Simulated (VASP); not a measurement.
# Be (Cmce) in VASP: single point with r2SCAN

Aim: the single point of Be with r2SCAN.

Program: VASP 6.6.1. These are calculated values, not measurements. Logs are shortened: lines on timing, memory, paths and dates and some standing lists are left out, and cuts for length are marked.

### Step 1. The crystal as given

It takes space group Cmce (No. 64, orthorhombic). Conventional cell: a = 2.510 Å, b = 7.964 Å, c = 3.322 Å, α = 90.00°, β = 90.00°, γ = 90.00°. Be (site symmetry m) has 3 Be at 1.64 to 1.67 Å as nearest neighbours.

The cell was built by a generator and needn't be a form met in nature.

### Step 2. Single point, r2SCAN

File POSCAR:

```
Be
1.0
    1.2552087572     -3.9817800455      0.0000000000
    1.2552087572      3.9817800455      0.0000000000
    0.0000000000      0.0000000000      3.3219422094
Be
4
Direct
    0.0980000000      0.9020000000      0.9100000000
    0.5980000000      0.4020000000      0.5900000000
    0.9020000000      0.0980000000      0.0900000000
    0.4020000000      0.5980000000      0.4100000000
```

File INCAR.step1:

```
PREC = Accurate
ENCUT = 520
ISMEAR = 0
SIGMA = 0.1
LREAL = False
LASPH = True
NELM = 100
NBANDS = 12
GGA = PE
ALGO = Normal
EDIFF = 1E-4
LWAVE = True
LCHARG = False
```

File INCAR.step2:

```
PREC = Accurate
ENCUT = 520
EDIFF = 1E-7
ISMEAR = 0
SIGMA = 0.1
LREAL = False
LASPH = True
NELM = 100
ALGO = Normal
ISIF = 2
LWAVE = False
LCHARG = False
METAGGA = R2SCAN
LMIXTAU = True
NBANDS = 12
ISTART = 1
```

File KPOINTS:

```
Automatic mesh
0
Gamma
  8 8 6
```

Potentials or basis: VASP PAW PBE potentials, release 64 (Be).

Launch:

```sh
$ cat potpaw_PBE.64/Be/POTCAR > POTCAR
$ cp INCAR.step1 INCAR
$ mpirun -np 1 vasp_std > vasp.out
$ cp INCAR.step2 INCAR
$ mpirun -np 1 vasp_std > vasp.out
```

OUTCAR:

```text
PREC = Accurate
   ENCUT = 520
   EDIFF = 1E-7
   ISMEAR = 0
   LREAL = False
   LASPH = True
   NELM = 100
   ISIF = 2
   METAGGA = R2SCAN
   ISTART = 1

 ion  position               nearest neighbor table
   1  0.098  0.902  0.910-   2 1.64   2 1.64   3 1.67
   2  0.598  0.402  0.590-   1 1.64   1 1.64   4 1.67
   3  0.902  0.098  0.090-   4 1.64   4 1.64   1 1.67
   4  0.402  0.598  0.410-   3 1.64   3 1.64   2 1.67

  LATTYP: Found a base centered orthorhombic cell.
 ALAT       =     2.5104175144
 B/A-ratio  =     3.1722054381
 C/A-ratio  =     1.3232628399

  Lattice vectors:

 A1 = (   1.2552087572,  -3.9817800455,   0.0000000000)
 A2 = (   1.2552087572,   3.9817800455,   0.0000000000)
 A3 = (   0.0000000000,   0.0000000000,   3.3219422094)

Analysis of symmetry for initial positions (statically):
=====================================================================
 Subroutine PRICEL returns:
 Original cell was already a primitive cell.

 Routine SETGRP: Setting up the symmetry group for a
 base centered orthorhombic supercell.

 Subroutine GETGRP returns: Found  8 space group operations
 (whereof  4 operations were pure point group operations)
 out of a pool of  8 trial point group operations.

The static configuration has the point symmetry C_2h.
 The point group associated with its full space group is D_2h.

Analysis of symmetry for dynamics (positions and initial velocities):
=====================================================================
 Subroutine PRICEL returns:
 Original cell was already a primitive cell.

 Routine SETGRP: Setting up the symmetry group for a
 base centered orthorhombic supercell.

 Subroutine GETGRP returns: Found  8 space group operations
 (whereof  4 operations were pure point group operations)
 out of a pool of  8 trial point group operations.

The dynamic configuration has the point symmetry C_2h.
 The point group associated with its full space group is D_2h.

 Subroutine INISYM returns: Found  8 space group operations
 (whereof  4 operations are pure point group operations),
 and found     1 'primitive' translations

----------------------------------------------------------------------------------------

                                     Primitive cell

  volume of cell :      33.2059

  direct lattice vectors                    reciprocal lattice vectors
     1.255208757 -3.981780045  0.000000000     0.398340114 -0.125571979  0.000000000
     1.255208757  3.981780045  0.000000000     0.398340114  0.125571979  0.000000000
     0.000000000  0.000000000  3.321942209     0.000000000  0.000000000  0.301028717

  length of vectors
     4.174939683  4.174939683  3.321942209     0.417663942  0.417663942  0.301028717

  position of ions in fractional coordinates (direct lattice)
     0.098000000  0.902000000  0.910000000
     0.598000000  0.402000000  0.590000000
     0.902000000  0.098000000  0.090000000
     0.402000000  0.598000000  0.410000000

  ion indices of the primitive-cell ions
   primitive index   ion index
                 1           1
                 2           2
                 3           3
                 4           4

----------------------------------------------------------------------------------------

 KPOINTS: Automatic mesh

Automatic generation of k-mesh.
 Grid dimensions read from file:
 generate k-points for:    8    8    6

 Generating k-lattice:

  Cartesian coordinates                     Fractional coordinates (reciprocal lattice)
     0.049792514 -0.015696497  0.000000000     0.125000000  0.000000000  0.000000000
     0.049792514  0.015696497  0.000000000     0.000000000  0.125000000  0.000000000
     0.000000000  0.000000000  0.050171453     0.000000000  0.000000000  0.166666667

  Length of vectors
     0.052207993  0.052207993  0.050171453

  Shift w.r.t. Gamma in fractional coordinates (k-lattice)
     0.000000000  0.000000000  0.000000000

 Subroutine IBZKPT returns following result:
 ===========================================

 Found     84 irreducible k-points:

 Following reciprocal coordinates:
            Coordinates               Weight
  0.000000  0.000000  0.000000      1.000000
  0.125000  0.000000  0.000000      4.000000
  0.250000  0.000000  0.000000      4.000000
  0.375000  0.000000  0.000000      4.000000
  0.500000  0.000000  0.000000      2.000000
  0.125000  0.125000  0.000000      2.000000
[... 16 lines left out ...]
  0.125000  0.000000  0.166667      8.000000
  0.250000  0.000000  0.166667      8.000000
 [... further k-points ...]
   k-points           NKPTS =     84   k-points in BZ     NKDIM =     84   number of bands    NBANDS=     12
   number of dos      NEDOS =    301   number of ions     NIONS =      4
   total plane-waves  NPLWV =  28672
   dimension x,y,z NGX =    32 NGY =   32 NGZ =   28
   dimension x,y,z NGXF=    64 NGYF=   64 NGZF=   56
   ions per type =               4
   NGX,Y,Z   is equivalent  to a cutoff of  12.74, 12.74, 14.01 a.u.
   NGXF,Y,Z  is equivalent  to a cutoff of  25.48, 25.48, 28.03 a.u.
 SYSTEM =  unknown system
   PREC   = accura    normal or accurate (medium, high low for compatibility)
   ISTART =      1    job   : 0-new  1-cont  2-samecut
   ICHARG =      0    charge: 1-file 2-atom 10-const
   ISPIN  =      1    spin polarized calculation?
   LNONCOLLINEAR =      F non collinear calculations
   LSORBIT =      F    spin-orbit coupling
   LASPH  =      T    aspherical Exc in radial PAW
   ENCUT  =  520.0 eV  38.22 Ry    6.18 a.u.   7.76  7.76  6.18*2*pi/ulx,y,z
   NELM   =    100;   NELMIN=  2; NELMDL=  0     # of ELM steps
   EDIFF  = 0.1E-06   stopping-criterion for ELM
   LREAL  =      F    real-space projection
   EDIFFG = 0.1E-05   stopping-criterion for IOM
   NSW    =      0    number of steps for IOM
   IBRION =     -1    ionic relax: 0-MD 1-quasi-New 2-CG
   NFREE  =      0    steps in history (QN), initial steepest desc. (CG)
   ISIF   =      2    stress and relaxation
   ISYM   =      2    0-nonsym 1-usesym 2-fastsym
   POTIM  = 0.5000    time-step for ionic-motion
   TEBEG  =    0.0;   TEEND  =   0.0 temperature during run
   PSTRESS=    0.0 pullay stress
   NELECT =       8.0000    total number of electrons
   NUPDOWN=      -1.0000    fix difference up-down
   EMIN   =  10.00;   EMAX   =-10.00  energy-range for DOS
   EFERMI =   0.00;   METHOD = LEGACY
   ISMEAR =     0;   SIGMA  =   0.10  broadening in eV -4-tet -1-fermi 0-gaus
   EFERMI_NEDOS =   21; number of points for ismear=-14 and -15
   IALGO  =     38    algorithm
   IMIX   =      4    mixing-type and parameters
     AMIX     =   0.40;   BMIX     =  1.00
     AMIX_MAG =   1.60;   BMIX_MAG =  1.00
  volume/ion in A,a.u.               =       8.30        56.02
  Fermi-wavevector in a.u.,A,eV,Ry     =   1.018669  1.925005 14.118581  1.037686
  Thomas-Fermi vector in A             =   2.152140
   LORBIT       =      0    0 simple, 1 ext, 2 COOP (PROOUT), +10 PAW based schemes
   METAGGA = R2SCAN    functional components
   LHFCALC =     F    Hartree Fock is set to
   AEXX    =    0.0000 exact exchange contribution
   IVDW    =     0    specifies the selected vdW correction
   LEPSILON=     F    determine dielectric tensor
   LRPA    =     F    only Hartree local field effects (RPA)
 non-spin polarized calculation
 Gauss-broadening in eV      SIGMA  =   0.10
  energy-cutoff  :      520.00
  volume of cell :       33.21
 maximum number of plane-waves:       918
   NGX = 15   NGY = 15   NGZ = 13

 number of electron       8.0000000 magnetization

 Free energy of the ion-electron system (eV)
  ---------------------------------------------------
  ext. energy  EPLUGINS =         0.00000000
  ---------------------------------------------------
  free energy    TOTEN  =        -7.80736352 eV

  energy without entropy =       -7.79832164  energy(sigma->0) =       -7.80284258

 E-fermi :   5.8978     XC(G=0): -10.9225

 val. band max:        5.8314925496   @ k =  -0.3750   0.3750   0.1667
 cond. band min:       5.8992748042   @ k =   0.3750   0.1250   0.3333
 fundamental gap:      0.0677822546
 Fermi energy:         5.8977696928

 k-point     1 :       0.0000    0.0000    0.0000
  band No.  band energies     occupation
      1      -5.4632      2.00000
      2       0.9710      2.00000
      3       3.7690      2.00000
      4       5.1634      2.00000
      5       7.1358      0.00000
      6      10.8337      0.00000
      7      11.7528      0.00000
      8      13.4621      0.00000
      9      14.2987      0.00000
     10      15.7398      0.00000
     11      16.0298      0.00000
     12      21.6911      0.00000

 k-point     2 :       0.1250    0.0000    0.0000
  band No.  band energies     occupation
      1      -5.1584      2.00000
      2       1.1632      2.00000
      3       4.0354      2.00000
      4       5.6607      1.99920
      5       6.7022      0.00000
      6       9.6515      0.00000
      7      11.6860      0.00000
      8      11.6970      0.00000
      9      14.2039      0.00000
     10      16.5806      0.00000
     11      16.7998      0.00000
     12      22.5846      0.00000

 k-point     3 :       0.2500    0.0000    0.0000
  band No.  band energies     occupation
      1      -4.2462      2.00000
      2       1.7493      2.00000
      3       4.6767      2.00000
      4       4.8608      2.00000
      5       7.0686      0.00000
      6       8.5927      0.00000
      7       9.0308      0.00000
      8      11.6718      0.00000
      9      14.5395      0.00000
     10      15.7028      0.00000
     11      17.8027      0.00000
     12      21.2930      0.00000
[... 286 lines left out ...]
 k-point    23 :       0.1250    0.0000    0.1667
  band No.  band energies     occupation
      1      -4.8709      2.00000
      2       1.5237      2.00000
      3       2.0907      2.00000
      4       5.3053      2.00000
      5       8.8772      0.00000
      6       9.8779      0.00000
      7      10.5175      0.00000
      8      12.0636      0.00000
      9      12.6210      0.00000
     10      16.8604      0.00000
     11      19.0798      0.00000
     12      21.4152      0.00000

 k-point    24 :       0.2500    0.0000    0.1667
  band No.  band energies     occupation
      1      -3.9693      2.00000
      2       2.0733      2.00000
      3       2.5780      2.00000
      4       5.9063      0.90374
      5       6.7993      0.00000
      6       8.3557      0.00000
      7      10.8971      0.00000
      8      11.1494      0.00000
      9      13.2482      0.00000
     10      14.4966      0.00000
     11      18.8190      0.00000
     12      21.7024      0.00000

 [... further k-points ...]

------------------------ aborting loop because EDIFF is reached ----------------------------------------

  FORCE on cell =-STRESS in cart. coord.  units (eV):
  Direction    XX          YY          ZZ          XY          YZ          ZX
  --------------------------------------------------------------------------------------
  -------------------------------------------------------------------------------------
  Total       12.0017880     10.1850660     14.8751849      0.0000000      0.0000000      0.0000000
  in kB      579.0835620    491.4271355    717.7243171      0.0000000      0.0000000      0.0000000
  external PRESSURE =     596.0783382 kB  Pullay stress =       0.0000000 kB

 VOLUME and BASIS-vectors are now :
 -----------------------------------------------------------------------------
  energy-cutoff  :      520.00
  volume of cell :       33.21
      direct lattice vectors                 reciprocal lattice vectors
     1.255208757 -3.981780045  0.000000000     0.398340114 -0.125571979  0.000000000
     1.255208757  3.981780045  0.000000000     0.398340114  0.125571979  0.000000000
     0.000000000  0.000000000  3.321942209     0.000000000  0.000000000  0.301028717

 POSITION                                       TOTAL-FORCE (eV/Angst)
 -----------------------------------------------------------------------------------
      1.25521      3.20135      3.02297         0.000000     -5.246623      6.343979
      1.25521     -0.78043      1.95995         0.000000     -5.246623     -6.343979
      1.25521     -3.20135      0.29897         0.000000      5.246623     -6.343979
      1.25521      0.78043      1.36200         0.000000      5.246623      6.343979
 -----------------------------------------------------------------------------------
    total drift:                               -0.000000     -0.000000     -0.000000

  FREE ENERGIE OF THE ION-ELECTRON SYSTEM (eV)
  ---------------------------------------------------
  free  energy   TOTEN  =        -7.8073635181 eV

  energy  without entropy=       -7.7983216363  energy(sigma->0) =       -7.80284258
```

Run time: 54 s. Hardware: 1 thread of Intel Xeon 6975P-C (Granite Rapids), shared host; peak memory 0.17 GiB.

Results:

```yaml
Free_energy: -7.8074 eV
Pressure: 59.6 GPa
Largest_force: 8.232 eV/Å
Band_gap_on_the_k_mesh: none (metal or under the smearing width)
```

Forces on the atoms (eV/Å):
```
Be   0.000 -5.247  6.344
Be   0.000 -5.247 -6.344
Be   0.000  5.247 -6.344
Be   0.000  5.247  6.344
```

Levels at points of the mesh, in eV from the Fermi level:
```tsv
k point	band 1	band 2	band 3	band 4	band 5	band 6	band 7	band 8
(0.00, 0.00, 0.00)	-11.36	-4.93	-2.13	-0.73	1.24	4.94	5.86	7.56
(0.50, 0.00, 0.00)	-6.56	-6.56	-1.71	-1.71	2.19	2.19	4.39	4.39
(0.50, 0.50, 0.00)	-10.42	-8.00	-1.00	1.18	1.81	4.28	5.11	6.25
(0.00, 0.00, 0.50)	-8.72	-8.72	-1.81	-1.81	1.50	1.50	7.27	7.27
(0.50, 0.00, 0.50)	-5.66	-5.66	-1.60	-1.60	-0.43	-0.43	3.69	3.69
(0.50, 0.50, 0.50)	-7.84	-7.84	-5.06	-5.06	6.86	6.86	6.98	6.98
```

Caveat: a pressure of tens of GPa on the cell as given is suspect, and the run, the potentials or the cell itself is likely at fault; the PAW data sets were made with another functional, which shifts forces and pressure a little.
